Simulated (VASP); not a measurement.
# ZnSn2N2 (P-4m2) in VASP: notebook

The runs below take ZnSn2N2 through single point, with PBE.

All numbers are computed with VASP 6.6.1; they aren't measurements. Logs are shortened: lines on timing, memory, paths and dates and some standing lists are left out, and cuts for length are marked.

### Step 1. The undisturbed crystal

It takes space group P-4m2 (No. 115, tetragonal). Conventional cell: a = 3.352 Å, b = 3.352 Å, c = 8.064 Å, α = 90.00°, β = 90.00°, γ = 90.00°. Sn (site symmetry 2mm) has 2 N at 2.12 Å as nearest neighbours. Around Zn (site symmetry -4m2) lie 4 N at 2.05 Å. N (site symmetry 2mm) is surrounded by 2 Zn at 2.05 Å and 2 Sn at 2.12 Å.

The cell comes from a database or a generator and needn't be the stable form of this composition.

### Step 2. Single point, PBE

Contents of INCAR:

```
SYSTEM = ZnSn2N2
  ADDGRID = .FALSE.
  ALGO = Normal
  EDIFF = 1E-7
  ENCUT = 400
  GGA = PE
  ISIF = 2
  ISMEAR = 0
  LASPH = .TRUE.
  LCHARG = .FALSE.
  LREAL = .FALSE.
  LWAVE = .FALSE.
  NBANDS = 33
  NELM = 100
  PREC = Accurate
  SIGMA = 0.05
```

Contents of KPOINTS:

```
k-points
0
G
  10 10 4
  0 0 0
```

Contents of POSCAR:

```
ZnSn2N2
1.0
    3.3523260000      0.0000000000      0.0000000000
    0.0000000000      3.3523260000      0.0000000000
    0.0000000000      0.0000000000      8.0642090000
Sn Zn N
2 1 2
Direct
    0.4973440000      0.4812300000      0.3153800000
    0.4977480000      0.5263330000      0.6946440000
   -0.0161480000     -0.0098380000     -0.0046550000
   -0.0132420000      0.5408690000      0.8583280000
    0.4951850000     -0.0107610000      0.1447960000
```

Potentials or basis: VASP PAW PBE potentials, release 64 (Sn_d, Zn, N).

On the command line:

```sh
cat potpaw_PBE.64/Sn_d/POTCAR potpaw_PBE.64/Zn/POTCAR potpaw_PBE.64/N/POTCAR > POTCAR
mpirun -np 1 vasp_std > vasp.out
```

OUTCAR:

```text
SYSTEM = ZnSn2N2
   EDIFF = 1E-7
   ENCUT = 400
   GGA = PE
   ISIF = 2
   ISMEAR = 0
   LASPH = .TRUE.
   LREAL = .FALSE.
   NELM = 100
   PREC = Accurate

 Found    204 irreducible k-points:

 Following reciprocal coordinates:
            Coordinates               Weight
  0.000000  0.000000  0.000000      1.000000
  0.100000  0.000000  0.000000      2.000000
  0.000000  0.100000  0.000000      2.000000
  0.200000  0.000000  0.000000      2.000000
  0.000000  0.200000  0.000000      2.000000
  0.300000  0.000000  0.000000      2.000000
   k-points           NKPTS =    204   k-points in BZ     NKDIM =    204   number of bands    NBANDS=     33
   number of dos      NEDOS =    301   number of ions     NIONS =      5
   total plane-waves  NPLWV =  31104
   dimension x,y,z NGX =    24 NGY =   24 NGZ =   54
   dimension x,y,z NGXF=    48 NGYF=   48 NGZF=  108
   ions per type =               2   1   2
   NGX,Y,Z   is equivalent  to a cutoff of  11.90, 11.90, 11.13 a.u.
   NGXF,Y,Z  is equivalent  to a cutoff of  23.80, 23.80, 22.26 a.u.
 SYSTEM =  ZnSn2N2
   PREC   = accura    normal or accurate (medium, high low for compatibility)
   ISTART =      0    job   : 0-new  1-cont  2-samecut
   ICHARG =      2    charge: 1-file 2-atom 10-const
   ISPIN  =      1    spin polarized calculation?
   LNONCOLLINEAR =      F non collinear calculations
   LSORBIT =      F    spin-orbit coupling
   LASPH  =      T    aspherical Exc in radial PAW
   ENCUT  =  400.0 eV  29.40 Ry    5.42 a.u.   5.47  5.47 13.15*2*pi/ulx,y,z
   NELM   =    100;   NELMIN=  2; NELMDL= -5     # of ELM steps
   EDIFF  = 0.1E-06   stopping-criterion for ELM
   LREAL  =      F    real-space projection
   EDIFFG = 0.1E-05   stopping-criterion for IOM
   NSW    =      0    number of steps for IOM
   IBRION =     -1    ionic relax: 0-MD 1-quasi-New 2-CG
   NFREE  =      0    steps in history (QN), initial steepest desc. (CG)
   ISIF   =      2    stress and relaxation
   ISYM   =      2    0-nonsym 1-usesym 2-fastsym
   POTIM  = 0.5000    time-step for ionic-motion
   TEBEG  =    0.0;   TEEND  =   0.0 temperature during run
   PSTRESS=    0.0 pullay stress
   NELECT =      50.0000    total number of electrons
   NUPDOWN=      -1.0000    fix difference up-down
   EMIN   =  10.00;   EMAX   =-10.00  energy-range for DOS
   EFERMI =   0.00;   METHOD = LEGACY
   ISMEAR =     0;   SIGMA  =   0.05  broadening in eV -4-tet -1-fermi 0-gaus
   EFERMI_NEDOS =   21; number of points for ismear=-14 and -15
   IALGO  =     38    algorithm
   IMIX   =      4    mixing-type and parameters
     AMIX     =   0.40;   BMIX     =  1.00
     AMIX_MAG =   1.60;   BMIX_MAG =  1.00
  volume/ion in A,a.u.               =      18.13       122.32
  Fermi-wavevector in a.u.,A,eV,Ry     =   1.342703  2.537341 24.529295  1.802852
  Thomas-Fermi vector in A             =   2.470836
   LORBIT       =      0    0 simple, 1 ext, 2 COOP (PROOUT), +10 PAW based schemes
   GGA     = PE    functional components
   LHFCALC =     F    Hartree Fock is set to
   AEXX    =    0.0000 exact exchange contribution
   IVDW    =     0    specifies the selected vdW correction
   LEPSILON=     F    determine dielectric tensor
   LRPA    =     F    only Hartree local field effects (RPA)
 non-spin polarized calculation
 Gauss-broadening in eV      SIGMA  =   0.05
  energy-cutoff  :      400.00
  volume of cell :       90.63
 maximum number of plane-waves:      1674
 NGX is ok and might be reduce to    24
   NGX = 11   NGY = 11   NGZ = 27

 number of electron      50.0000012 magnetization

 Free energy of the ion-electron system (eV)
  ---------------------------------------------------
  ext. energy  EPLUGINS =         0.00000000
  ---------------------------------------------------
  free energy    TOTEN  =       -23.97386229 eV

  energy without entropy =      -23.97160327  energy(sigma->0) =      -23.97273278

 E-fermi :   5.3714     XC(G=0): -10.2355

 val. band max:        5.3672000972   @ k =   0.2000   0.1000   0.2500
 cond. band min:       5.3755988385   @ k =   0.1000   0.2000  -0.2500
 fundamental gap:      0.0083987413
 Fermi energy:         5.3713704872

 k-point     1 :       0.0000    0.0000    0.0000
  band No.  band energies     occupation
      1     -16.1155      2.00000
      2     -16.0334      2.00000
      3     -15.9714      2.00000
      4     -15.9137      2.00000
      5     -15.8958      2.00000
      6     -15.8408      2.00000
[... 25 lines left out ...]
     32      12.8660      0.00000
     33      13.2332      0.00000

 k-point     2 :       0.1000    0.0000    0.0000
  band No.  band energies     occupation
      1     -16.1052      2.00000
      2     -16.0218      2.00000
      3     -15.9680      2.00000
      4     -15.9239      2.00000
      5     -15.8951      2.00000
      6     -15.8454      2.00000
[... 25 lines left out ...]
     32      12.7633      0.00000
     33      13.5404      0.00000

 k-point     3 :       0.0000    0.1000    0.0000
  band No.  band energies     occupation
      1     -16.1044      2.00000
      2     -16.0248      2.00000
      3     -15.9660      2.00000
      4     -15.9132      2.00000
      5     -15.9016      2.00000
      6     -15.8450      2.00000
[... 25 lines left out ...]
     32      12.9459      0.00000
     33      13.7777      0.00000

 k-point     4 :       0.2000    0.0000    0.0000
  band No.  band energies     occupation
      1     -16.0840      2.00000
      2     -15.9921      2.00000
      3     -15.9759      2.00000
      4     -15.9290      2.00000
      5     -15.8934      2.00000
      6     -15.8575      2.00000
[... 25 lines left out ...]
     32      12.9676      0.00000
     33      13.9990      0.00000

 k-point     5 :       0.0000    0.2000    0.0000
  band No.  band energies     occupation
      1     -16.0768      2.00000
      2     -16.0078      2.00000
      3     -15.9505      2.00000
      4     -15.9160      2.00000
      5     -15.9119      2.00000
      6     -15.8565      2.00000
[... 25 lines left out ...]
     32      13.1433      0.00000
     33      14.1553      0.00000

 k-point     6 :       0.3000    0.0000    0.0000
  band No.  band energies     occupation
      1     -16.0709      2.00000
      2     -16.0066      2.00000
      3     -15.9587      2.00000
      4     -15.9021      2.00000
      5     -15.8915      2.00000
      6     -15.8718      2.00000
[... 25 lines left out ...]
     32      13.2970      0.00000
     33      14.2090      0.00000

 [... further k-points ...]
[... 5 lines left out ...]
  --------------------------------------------------------------------------------------
  -------------------------------------------------------------------------------------
  Total       -1.4370232     -0.8077915     -1.5304906     -0.0060190      2.0272345      0.1728534
  in kB      -25.4050528    -14.2809009    -27.0574577     -0.1064102     35.8393646      3.0558656
  external PRESSURE =     -22.2478038 kB  Pullay stress =       0.0000000 kB

 VOLUME and BASIS-vectors are now :
 -----------------------------------------------------------------------------
  energy-cutoff  :      400.00
  volume of cell :       90.63
      direct lattice vectors                 reciprocal lattice vectors
     3.352326000  0.000000000  0.000000000     0.298300344  0.000000000  0.000000000
     0.000000000  3.352326000  0.000000000     0.000000000  0.298300344  0.000000000
     0.000000000  0.000000000  8.064209000     0.000000000  0.000000000  0.124004723

 POSITION                                       TOTAL-FORCE (eV/Angst)
 -----------------------------------------------------------------------------------
      1.66726      1.61324      2.54329        -0.006596      0.215064     -1.057979
      1.66861      1.76444      5.60175        -0.357364      0.028601      0.262668
      3.29819      3.31935      8.02667         0.211581      1.414709      1.116757
      3.30793      1.81317      6.92174         0.359304     -1.643911     -1.065224
      1.66002      3.31625      1.16767        -0.206925     -0.014463      0.743778
 -----------------------------------------------------------------------------------
    total drift:                                0.000498     -0.000079     -0.000047

  FREE ENERGIE OF THE ION-ELECTRON SYSTEM (eV)
  ---------------------------------------------------
  free  energy   TOTEN  =       -23.9738622926 eV

  energy  without entropy=      -23.9716032725  energy(sigma->0) =      -23.97273278
```

Wall time 2.6 min (1 thread of Intel Xeon 6975P-C (Granite Rapids), shared host); peak memory 0.45 GiB.

These settings aren't checked as converged: the numbers below hold their error.

Results:

```yaml
Free_energy: -23.9739 eV
Largest_force: 1.992 eV/Å
Band_gap_on_the_k_mesh: none (metal or under the smearing width)
```

Caveat: the cutoff is under 1.25 times the usual one of these potentials, so pressure, stress and relaxed cells hold a basis-set (Pulay) error.

### Step 3. Single point, PBE

Edit INCAR of step 2 so:

```diff
@@ -4,3 +4,3 @@
   EDIFF = 1E-7
-  ENCUT = 400
+  ENCUT = 500
   GGA = PE
@@ -14,3 +14,3 @@
   NELM = 100
-  PREC = Accurate
+  PREC = Low
   SIGMA = 0.05
```

KPOINTS is that of step 2.

POSCAR is that of step 2.

Potentials or basis: VASP PAW PBE potentials, release 64 (Sn_d, Zn, N).

On the command line:

```sh
cat potpaw_PBE.64/Sn_d/POTCAR potpaw_PBE.64/Zn/POTCAR potpaw_PBE.64/N/POTCAR > POTCAR
mpirun -np 1 vasp_std > vasp.out
```

Wall time 2.4 min (1 thread of Intel Xeon 6975P-C (Granite Rapids), shared host); peak memory 0.53 GiB.

The run converged, but some of its settings lie outside the range that counts as converged, so its numbers aren't taken as properties of the crystal.

Results:

| Item | Value |
| --- | --- |
| Free energy | -23.9733 eV |
| Pressure | -0.6 GPa |
| Largest force | 1.980 eV/Å |
| Band gap on the k mesh | none (metal or under the smearing width) |

### Step 4. The reference run

An earlier run on the cell as given: functional PBE; potentials or basis VASP PAW PBE potentials, release 64 (Sn_d, Zn, N); cutoff 520 eV; k mesh 8 × 8 × 4; occupations fermi-dirac, width 0.05 eV; no spin polarisation.

* Pressure: -0.3 GPa
* Largest force: 0.069 eV/Å
* Band gap on the k mesh: none (metal or under the smearing width)
